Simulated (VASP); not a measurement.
# GaSb (F-43m) in VASP: settings compared, part 2 of 2

VASP 6.6.1.

## (5) Band structure, PBE

Contents of INCAR:

```
SYSTEM = GaSb
PREC = Accurate ; ENCUT = 600
EDIFF = 1E-6 ; ISMEAR = 0
SIGMA = 0.02 ; LREAL = .False.
LASPH = .True. ; NELM = 120
ALGO = Fast ; ISIF = 2
LWAVE = .False. ; LCHARG = .False.
GGA = PE ; KPAR = 2
```

Contents of KPOINTS:

```
regular mesh
0
Gamma
  10 10 10
  0 0 0
```

Contents of POSCAR:

```
GaSb                                    
1.0
    0.0000000000      3.0667867320      3.0667867320
    3.0667867320      0.0000000000      3.0667867320
    3.0667867320      3.0667867320      0.0000000000
  Ga              Sb            
     1     1
Direct
     0.0000000000000000    0.0000000000000000    0.0000000000000000
     0.2500000000000000    0.2500000000000000    0.2500000000000000
```

Contents of KPOINTS_OPT:

```
path GXWKGLUWLK,UX
15
line-mode
reciprocal
 0.0000000000  0.0000000000  0.0000000000  G
 0.5000000000  0.0000000000  0.5000000000  X

 0.5000000000  0.0000000000  0.5000000000  X
 0.5000000000  0.2500000000  0.7500000000  W

 0.5000000000  0.2500000000  0.7500000000  W
 0.3750000000  0.3750000000  0.7500000000  K

 0.3750000000  0.3750000000  0.7500000000  K
 0.0000000000  0.0000000000  0.0000000000  G

 0.0000000000  0.0000000000  0.0000000000  G
 0.5000000000  0.5000000000  0.5000000000  L

 0.5000000000  0.5000000000  0.5000000000  L
 0.6250000000  0.2500000000  0.6250000000  U

 0.6250000000  0.2500000000  0.6250000000  U
 0.5000000000  0.2500000000  0.7500000000  W

 0.5000000000  0.2500000000  0.7500000000  W
 0.5000000000  0.5000000000  0.5000000000  L

 0.5000000000  0.5000000000  0.5000000000  L
 0.3750000000  0.3750000000  0.7500000000  K

 0.6250000000  0.2500000000  0.6250000000  U
 0.5000000000  0.0000000000  0.5000000000  X
```

The run is started by

```
cat potpaw_PBE.64/Ga_d/POTCAR potpaw_PBE.64/Sb/POTCAR > POTCAR
mpirun -np 2 vasp_std > vasp.out
```

It took 47 s on 2 MPI ranks of Intel Xeon Platinum 8488C (Sapphire Rapids), shared host; peak memory 0.25 GiB.

It converged, with:

```
Free energy             : -7.3571 eV
Pressure                : 2.0 GPa
Band gap along the path : none (metal or under the smearing width)
```

Levels at the corners of the path, in eV from the Fermi level:
| point | band 6 | band 7 | band 8 | band 9 | band 10 | band 11 | band 12 | band 13 |
| --- | --- | --- | --- | --- | --- | --- | --- | --- |
| Γ | -11.43 | -0.02 | -0.01 | -0.01 | -0.01 | 2.77 | 2.77 | 2.77 |
| X | -9.01 | -6.78 | -2.55 | -2.55 | 0.91 | 1.26 | 8.63 | 8.63 |
| X | -9.01 | -6.78 | -2.55 | -2.55 | 0.91 | 1.26 | 8.63 | 8.63 |
| W | -8.96 | -6.65 | -3.32 | -3.10 | 3.65 | 4.31 | 4.39 | 4.74 |
| W | -8.96 | -6.65 | -3.32 | -3.10 | 3.65 | 4.31 | 4.39 | 4.74 |
| K | -9.07 | -6.61 | -3.58 | -2.17 | 1.41 | 3.86 | 6.56 | 6.77 |
| K | -9.07 | -6.61 | -3.58 | -2.17 | 1.41 | 3.86 | 6.56 | 6.77 |
| Γ | -11.43 | -0.02 | -0.01 | -0.01 | -0.01 | 2.77 | 2.77 | 2.77 |
| Γ | -11.43 | -0.02 | -0.01 | -0.01 | -0.01 | 2.77 | 2.77 | 2.77 |
| L | -9.83 | -6.33 | -1.15 | -1.15 | 0.38 | 3.74 | 3.74 | 6.47 |
| L | -9.83 | -6.33 | -1.15 | -1.15 | 0.38 | 3.74 | 3.74 | 6.47 |
| U | -9.07 | -6.61 | -3.58 | -2.17 | 1.41 | 3.86 | 6.56 | 6.77 |
| U | -9.07 | -6.61 | -3.58 | -2.17 | 1.41 | 3.86 | 6.56 | 6.77 |
| W | -8.96 | -6.65 | -3.32 | -3.10 | 3.65 | 4.31 | 4.39 | 4.74 |
| W | -8.96 | -6.65 | -3.32 | -3.10 | 3.65 | 4.31 | 4.39 | 4.74 |
| L | -9.83 | -6.33 | -1.15 | -1.15 | 0.38 | 3.74 | 3.74 | 6.47 |
| L | -9.83 | -6.33 | -1.15 | -1.15 | 0.38 | 3.74 | 3.74 | 6.47 |
| K | -9.07 | -6.61 | -3.58 | -2.17 | 1.41 | 3.86 | 6.56 | 6.77 |
| U | -9.07 | -6.61 | -3.58 | -2.17 | 1.41 | 3.86 | 6.56 | 6.77 |
| X | -9.01 | -6.78 | -2.55 | -2.55 | 0.91 | 1.26 | 8.63 | 8.63 |

Caveat: spin-orbit coupling is left out, which moves the levels of the heavy elements; this crystal is a semiconductor, whose small gap the functional closes, so the metal is an error of the method.

## (6) Overview

```csv
level,k mesh,cutoff (eV),grid for exact exchange (PRECFOCK),screening parameter,further INCAR settings,exchange at q = 0,gap on the mesh (eV),pressure (GPa)
HSE06,6 × 6 × 6,450,Fast,0.2 1/A,ALGO = Normal; EDIFF = 1e-06,-,0.80,-0.4
PBE0,6 × 6 × 6,450,Fast,-,ALGO = Normal; EDIFF = 1e-06,truncated,1.36,-0.6
PBE,10 × 10 × 10,300,-,-,ALGO = Fast; EDIFF = 1e-06,-,-,-
PBE,10 × 10 × 10,600,-,-,ALGO = Fast; EDIFF = 1e-06,-,-,2.0
```

Alike in all rows: task band structure; potentials or basis VASP PAW PBE potentials, release 64 (Ga_d, Sb); no spin polarisation; cell as given; smearing gaussian 0.02 eV.

The pressure there spans -0.6 GPa (PBE0) to 2.0 GPa (PBE); a positive pressure means that this level wants a larger cell, a negative one a smaller.

Caveats: spin-orbit coupling is left out, which moves the levels of the heavy elements; the PAW data sets were made with another functional, which shifts forces and pressure a little (some runs); this crystal is a semiconductor, whose small gap the functional closes, so the metal is an error of the method (some runs); the cutoff is under 1.25 times the usual one of these potentials, so pressure, stress and relaxed cells hold a basis-set (Pulay) error (some runs).

Total energies depend on the potentials used, so only differences within one code and one set of settings carry meaning.

## (7) How close it comes

Step 2. Measured gap of GaSb: 0.811 eV (direct; 4.2 K; a printed reference work, data compilation). This calculation gives 0.80 eV (-0.01 eV). Spin-orbit coupling on Ga, Sb is left out. The value is that of HSE06, without temperature or zero-point motion. The cell is a database's relaxed one, not the measured one, which moves gaps too.

Step 3. Against the measured gap of GaSb, 0.811 eV (direct; 4.2 K; a printed reference work, data compilation), the calculated 1.36 eV is off by +0.55 eV. Spin-orbit coupling on Ga, Sb is left out. The value is that of PBE0, without temperature or zero-point motion. The cell is a database's relaxed one, not the measured one, which moves gaps too.

Step 4. Measured gap of GaSb: 0.811 eV (direct; 4.2 K; a printed reference work, data compilation). This calculation gives 0.00 eV (-0.81 eV). Spin-orbit coupling on Ga, Sb is left out. The value is that of PBE, without temperature or zero-point motion. Semilocal functionals fall short of measured gaps as a rule. The cell is a database's relaxed one, not the measured one, which moves gaps too.

Step 5. A measured gap of GaSb is 0.811 eV (direct; 4.2 K; a printed reference work, data compilation); the calculated 0.00 eV misses it by -0.81 eV. Spin-orbit coupling on Ga, Sb is left out. The value is that of PBE, without temperature or zero-point motion. Semilocal functionals fall short of measured gaps as a rule. The cell is a database's relaxed one, not the measured one, which moves gaps too.
